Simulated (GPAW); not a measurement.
# Dielectric function and optical constants of NaH

Wanted: where NaH starts to absorb, how strongly, and its refractive index.

Method: DFT, LDA, plane-wave PAW (GPAW data sets), scalar-relativistic, RPA, optical limit, in GPAW 26.7.0.

### Step 1. Starting point

The structure is cubic, space group Fm-3m (No. 225). The conventional cell has a = 4.880 Å, b = 4.880 Å, c = 4.880 Å, α = 90.00°, β = 90.00°, γ = 90.00°. Nearest to Na lie 6 H at 2.44 Å. Nearest to H lie 6 Na at 2.44 Å. Farther neighbours are not listed.

### Step 2. Ground state

First the ground state: is it a metal or has it a gap?

This step: DFT, LDA, plane-wave PAW (GPAW data sets), scalar-relativistic, ground state (GPAW 26.7.0).

Contents of gs.py:

```python
from ase import Atoms
from ase.dft.bandgap import bandgap
from gpaw import GPAW, PW, FermiDirac

atoms = Atoms(['Na', 'H'],
              cell=[[0.000000000000, 2.440000000000, 2.440000000000],
                    [2.440000000000, 0.000000000000, 2.440000000000],
                    [2.440000000000, 2.440000000000, 0.000000000000]],
              scaled_positions=[[0.000000000000, 0.000000000000, 0.000000000000],
                                [0.500000000000, 0.500000000000, 0.500000000000]],
              pbc=[True, True, True])
atoms.calc = GPAW(mode=PW(500), xc='LDA', kpts={'size': (8, 8, 8), 'gamma': True},
                  occupations=FermiDirac(0.05), maxiter=150, txt='gs.txt')
print('energy (eV)', atoms.get_potential_energy())
print('Fermi level (eV)', atoms.calc.get_fermi_level())
print('valence electrons', atoms.calc.get_number_of_electrons())
print('gap (eV)', bandgap(atoms.calc, output=None)[0])
print('direct gap (eV)', bandgap(atoms.calc, direct=True, output=None)[0])
atoms.calc.write('gs.gpw')
```

Launch:

```sh
OMP_NUM_THREADS=1 python gs.py
```

Numbers of over 12 decimals in the logs are rounded to 6 here.

The program printed:

```text
__  _  _
 | _ |_)|_||  |
 |__||  | ||/\| - 26.7.0

Versions:
  Python: 3.12.14
  ASE:    3.29.0
  Numpy:  2.5.5
  Scipy:  1.18.1
  Libxc:  7.0.0

Input parameters:
  mode=PW(ecut=500.0),
  kpts=MonkhorstPack(size=(8, 8, 8), gamma=True),
  maxiter=150,
  occupations=Occupations(name='fermi-dirac', width=0.05, fixmagmom=False),
  xc=XC(name='LDA')

Diagonalizing LCAO Hamiltonian
Converting LCAO to pw mode

               H

       Na

Atoms  # Å, Bohr magnetons
|   | symbol |        x |        y |        z |    initial magnetic moments |
| 0 |     Na | 0.000000 | 0.000000 | 0.000000 | ( 0.0000,  0.0000,  0.0000) |
| 1 |      H | 2.440000 | 2.440000 | 2.440000 | ( 0.0000,  0.0000,  0.0000) |

Unit cell  # Å
| periodic |        x |        y |        z |  lengths |    angles |
|      yes | 0.000000 | 2.440000 | 2.440000 | 3.450681 | 60.000000 |
|      yes | 2.440000 | 0.000000 | 2.440000 | 3.450681 | 60.000000 |
|      yes | 2.440000 | 2.440000 | 0.000000 | 3.450681 | 60.000000 |

Number of symmetries: 48
Symmetry operations  # r_c * U_cc + t_c -> r_c
|    | kind |            matrix            |
|  0 |  σ   |  1, 0, 0,  1, 0,-1,  1,-1, 0 |
|  1 |  C2  |  1, 0, 0,  1,-1, 0,  1, 0,-1 |
|  2 |  E   |  1, 0, 0,  0, 1, 0,  0, 0, 1 |
|  3 |  σ   |  1, 0, 0,  0, 0, 1,  0, 1, 0 |
|  4 |  C4  |  1, 0,-1,  1, 0, 0,  1,-1, 0 |
|  5 |  S6  |  1, 0,-1,  1,-1, 0,  1, 0, 0 |
|  6 |  σ   |  1, 0,-1,  0, 1,-1,  0, 0,-1 |
|  7 |  C3  |  1, 0,-1,  0, 0,-1,  0, 1,-1 |
|  8 |  S6  |  1,-1, 0,  1, 0, 0,  1, 0,-1 |
|  9 |  C4  |  1,-1, 0,  1, 0,-1,  1, 0, 0 |
| 10 |  C3  |  1,-1, 0,  0,-1, 1,  0,-1, 0 |
| 11 |  σ   |  1,-1, 0,  0,-1, 0,  0,-1, 1 |
| 12 |  σ   |  0, 1, 0,  1, 0, 0,  0, 0, 1 |
| 13 |  C4  |  0, 1, 0,  0, 1,-1, -1, 1, 0 |
| 14 |  C3  |  0, 1, 0,  0, 0, 1,  1, 0, 0 |
| 15 |  S6  |  0, 1, 0, -1, 1, 0,  0, 1,-1 |
| 16 |  C2  |  0, 1,-1,  1, 0,-1,  0, 0,-1 |
| 17 |  σ   |  0, 1,-1,  0, 1, 0, -1, 1, 0 |
| 18 |  S4  |  0, 1,-1,  0, 0,-1,  1, 0,-1 |
| 19 |  C4  |  0, 1,-1, -1, 1, 0,  0, 1, 0 |
| 20 |  C3  |  0, 0, 1,  1, 0, 0,  0, 1, 0 |
| 21 |  σ   |  0, 0, 1,  0, 1, 0,  1, 0, 0 |
| 22 |  S6  |  0, 0, 1,  0,-1, 1, -1, 0, 1 |
| 23 |  C4  |  0, 0, 1, -1, 0, 1,  0,-1, 1 |
| 24 |  S4  |  0, 0,-1,  1, 0,-1,  0, 1,-1 |
| 25 |  C3  |  0, 0,-1,  0, 1,-1,  1, 0,-1 |
| 26 |  C2  |  0, 0,-1,  0,-1, 0, -1, 0, 0 |
| 27 |  S6  |  0, 0,-1, -1, 0, 0,  0,-1, 0 |
| 28 |  S4  |  0,-1, 1,  1,-1, 0,  0,-1, 0 |
| 29 |  C4  |  0,-1, 1,  0, 0, 1, -1, 0, 1 |
| 30 |  C2  |  0,-1, 1,  0,-1, 0,  1,-1, 0 |
| 31 |  σ   |  0,-1, 1, -1, 0, 1,  0, 0, 1 |
| 32 |  C3  |  0,-1, 0,  1,-1, 0,  0,-1, 1 |
| 33 |  S6  |  0,-1, 0,  0, 0,-1, -1, 0, 0 |
| 34 |  S4  |  0,-1, 0,  0,-1, 1,  1,-1, 0 |
| 35 |  C2  |  0,-1, 0, -1, 0, 0,  0, 0,-1 |
| 36 |  C2  | -1, 1, 0,  0, 1, 0,  0, 1,-1 |
| 37 |  S6  | -1, 1, 0,  0, 1,-1,  0, 1, 0 |
| 38 |  S4  | -1, 1, 0, -1, 0, 1, -1, 0, 0 |
| 39 |  C3  | -1, 1, 0, -1, 0, 0, -1, 0, 1 |
| 40 |  S6  | -1, 0, 1,  0, 0, 1,  0,-1, 1 |
| 41 |  C2  | -1, 0, 1,  0,-1, 1,  0, 0, 1 |
| 42 |  C3  | -1, 0, 1, -1, 1, 0, -1, 0, 0 |
| 43 |  S4  | -1, 0, 1, -1, 0, 0, -1, 1, 0 |
| 44 |  C2  | -1, 0, 0,  0, 0,-1,  0,-1, 0 |
| 45 |  i   | -1, 0, 0,  0,-1, 0,  0, 0,-1 |
| 46 |  σ   | -1, 0, 0, -1, 1, 0, -1, 0, 1 |
| 47 |  C2  | -1, 0, 0, -1, 0, 1, -1, 1, 0 |

BZ-sampling:
  Number of BZ points: 512
  Number of IBZ points: 29

  Monkhorst-Pack size: [8, 8, 8]
  Monkhorst-Pack shift: [0.0625, 0.0625, 0.0625]

K-points  # in reciprocal-cell coordinates
|     |                                coordinates |     weight |
|   0 | (  0.00000000,   0.00000000,   0.00000000) | 0.00195312 |
|   1 | (  0.12500000,   0.12500000,   0.00000000) | 0.01171875 |
|   2 | (  0.12500000,   0.12500000,   0.12500000) | 0.01562500 |
|   3 | (  0.25000000,   0.12500000,   0.12500000) | 0.02343750 |
|   4 | (  0.25000000,   0.25000000,   0.00000000) | 0.01171875 |
|   5 | (  0.25000000,   0.25000000,   0.12500000) | 0.04687500 |
|   6 | (  0.25000000,   0.25000000,   0.25000000) | 0.01562500 |
|   7 | (  0.37500000,   0.25000000,  -0.37500000) | 0.04687500 |
|   8 | (  0.37500000,   0.25000000,   0.12500000) | 0.04687500 |
|   9 | (  0.37500000,   0.25000000,   0.25000000) | 0.04687500 |
| ... |                                            |            |
|  28 | (  0.50000000,   0.50000000,   0.50000000) | 0.00781250 |

Plane wave coefficients: 754
Cutoff: 500.0 eV

Spin-components: 1 (collinear spins)
Bands:           8
Projectors:      8
Spin-degeneracy: 2
Datatype:        complex128

Parallelization:
  kpt:    1
  domain: 1
  band:   1

Density:
  Valence electrons: 8.0
  Components: 1
  Grid points: [18 18 18]
  Charge: 0.0  # |e|

Potential:
  Grid points: [18 18 18]

species:
  Na:
    name:    Sodium
    id:
    Z:       11.0
    valence: 7
    core:    4
    charge:  0.0  # [|e|]
    compensation charges:
      type: gauss
      rc: 0.37  # [Å]
      lmax: 2
    cutoffs:
      filter: 2.17  # [Å]
      core: 2.59  # [Å]
    projectors
    | kind |    occ | energy [eV] | rcut [Å] |
    |   3s |  1.000 |      -2.819 |    1.201 |
    |   2p |  6.000 |     -28.826 |    1.217 |
    |   3p |  0.000 |      -0.774 |    1.217 |
    |    s |        |      24.392 |    1.201 |
    |    d |        |       0.000 |    1.238 |

    Using partial waves for Na as LCAO basis

  H:
    name:    Hydrogen
    id:
    Z:       1.0
    valence: 1
    core:    0
    charge:  0.0  # [|e|]
    compensation charges:
      type: gauss
      rc: 0.15  # [Å]
      lmax: 2
    cutoffs:
      filter: 0.85  # [Å]
      core: 0.53  # [Å]
    projectors
    | kind |    occ | energy [eV] | rcut [Å] |
    |   1s |  1.000 |      -6.353 |    0.476 |
    |    s |        |      20.858 |    0.476 |
    |    p |        |       0.000 |    0.476 |

    Using partial waves for H as LCAO basis

Reference energy: -4410.837503  # eV

eigensolver:
  PPCG
  Converge bands: occupied
  niter=2

density mixing:
  MSR1-Mixer
  Pratt-step length: 0.05
  Maximum mixing coefficient: 0.75
  Old densities: 10
  SVD Regularization: 0.005
  Good broyden scale: 1.0
  Trust region scale: 1.0
  Backstep threshold: 4.0
  History deletion threshold: 6.0
  Fourier metric: weight=20.0, sigma=0.015

occupation numbers:
  Fermi-Dirac:
    width: 0.0500  # eV

poisson solver:
  ecut: 4000.0  # eV

xc functional:
  name: None

convergence criteria:
- Maximum [total energy] change in last 3 cyles: 0.0005 eV / valence electron
- Maximum integral of absolute [dens]ity change: 0.0001 electrons / valence electron
- Maximum integral of absolute [eigenst]ate change: 4e-08 eV^2 / valence electron
maximum number of iterations: 150

SCF iterations
|iter     |      energy | eigst |  dens |
|iter:   1||   -5.753904 | -0.52 |       |
|iter:   2||   -5.699652 | -3.28 | -1.01 |
|iter:   3||   -5.391642 | -2.20 | -1.04 |
|iter:   4||   -5.387315 | -3.44 | -1.76 |
|iter:   5||   -5.387492 | -4.83 | -2.26 |
|iter:   6||   -5.387490c| -6.36 | -3.37 |
|iter:   7||   -5.387490c| -8.01c| -4.31c|

Converged in 7 steps
SCF loop duration: 2.702 s (0.386 s/step)
Energy contributions relative to reference atoms: (reference = -4410.837503)

Energy contributions:
  Kinetic:           4.169568
  Coulomb:          -4.449762
  Zero:             -0.043112
  External:          0.000000
  Xc:               -5.064184
  Entropy:          -0.000000
  Spinorbit:         0.000000
  ----------------------------
  Free energy:      -5.387490
  Extrapolated:     -5.387490

dipole moment: (-4.597727, -4.597727, -4.597727)  # |e|*Ang

Fermi level: -0.136
Eigenvalues  # (at kpt = [0.000, 0.000, 0.000])
| band index |      eig [eV] | occ [0-2] |
|          0 |       -23.589 |     2.000 |
|          1 |       -23.589 |     2.000 |
|          2 |       -23.589 |     2.000 |
|          3 |        -5.045 |     2.000 |
|          4 |         8.788 |     0.000 |
|          5 |        14.596 |     0.000 |
|          6 |        14.596 |     0.000 |
|          7 |        14.596 |     0.000 |

Gap: 3.365 eV
Transition (v -> c):
  (s=0, k=16, n=3, [0.50, 0.25, -0.25]) -> (s=0, k=28, n=4, [0.50, 0.50, 0.50])
Direct/indirect transitions are different
Direct gap: 4.262 eV
Transition at: (s=0, k=28, n=3, [0.50, 0.50, 0.50])

--- standard output ---
energy (eV) -5.387490
Fermi level (eV) -0.136337
valence electrons 8.0
gap (eV) 3.365266
direct gap (eV) 4.262343
```

Run time: 4.2 s. Hardware: 1 thread of Arm Neoverse V1, shared host; peak memory 0.12 GiB.

Numbers from this step:

- energy: -5.387 eV
- Fermi energy: -0.1363 eV
- gap on the k-mesh: 3.365 eV
- direct gap on the mesh: 4.262 eV
- electrons: 8

There is a gap, 3.37 eV on this mesh (points off the mesh can give less), so no carriers' term is needed.

### Step 3. Bands for the response

The response needs many more empty bands than the density does.

This step: DFT, LDA, plane-wave PAW (GPAW data sets), scalar-relativistic, bands at fixed density (GPAW 26.7.0).

Contents of nscf.py:

```python
from ase.dft.bandgap import bandgap
from gpaw import GPAW, FermiDirac

calc = GPAW('gs.gpw').fixed_density(kpts={'size': (14, 14, 14), 'gamma': True}, nbands=27, convergence={'bands': 21},
                                    occupations=FermiDirac(0.001), txt='nscf.txt')
print('gap (eV)', bandgap(calc, output=None)[0])
print('direct gap (eV)', bandgap(calc, direct=True, output=None)[0])
print('top band over the Fermi level (eV)', min(calc.get_eigenvalues(kpt=k)[20] for k in range(len(calc.get_ibz_k_points()))) - calc.get_fermi_level())
calc.write('full.gpw', mode='all')
```

Launch:

```sh
OMP_NUM_THREADS=1 python nscf.py
```

The program printed:

```text
Diagonalizing LCAO Hamiltonian
Converting LCAO to pw mode
convergence criteria:
- Maximum integral of absolute [eigenst]ate change: 4e-08 eV^2 / valence electron
maximum number of iterations: 150

SCF iterations
|iter     |      energy | eigst |  dens |
|iter:   1||             | +3.49 |       |
|iter:   2||             | +1.57 |       |
|iter:   3||             | -1.13 |       |
|iter:   4||             | -2.88 |       |
|iter:   5||             | -4.84 |       |
|iter:   6||             | -6.36 |       |
|iter:   7||             | -7.12 |       |
|iter:   8||             | -7.75c|       |
SCF steps: 8
  __  _  _
 | _ |_)|_||  |
 |__||  | ||/\| - 26.7.0

Versions:
  Python: 3.12.14
  ASE:    3.29.0
  Numpy:  2.5.5
  Scipy:  1.18.1
  Libxc:  7.0.0

Input parameters:
  mode=PW(ecut=500.0),
  convergence={'bands': 21},
  gpts=array([18, 18, 18]),
  kpts=MonkhorstPack(size=(14, 14, 14), gamma=True),
  maxiter=150,
  nbands=27,
  occupations=Occupations(name='fermi-dirac', width=0.001, fixmagmom=False),
  parallel={},
  xc=XC(name='LDA')

--- standard output ---
gap (eV) 3.375187
direct gap (eV) 4.262343
top band over the Fermi level (eV) 33.825009
```

It took 32 s on 1 thread; peak memory 0.17 GiB.

This step gave:

```
gap on the k-mesh : 3.375 eV
```

(Part 1 of 2 ends here.)

[Machine, clock and banner lines and Python warnings are left out of the logs.]

[Logs are printed without paths, hosts, clocks, repeated set-up lines and the standing remarks that a program may print on its own settings, such as how far it seeks lower states.]

[Hosts, paths, dates, database ids (printed as entryN), source tags and the programs' standing remarks are cut or masked in the printed files.]
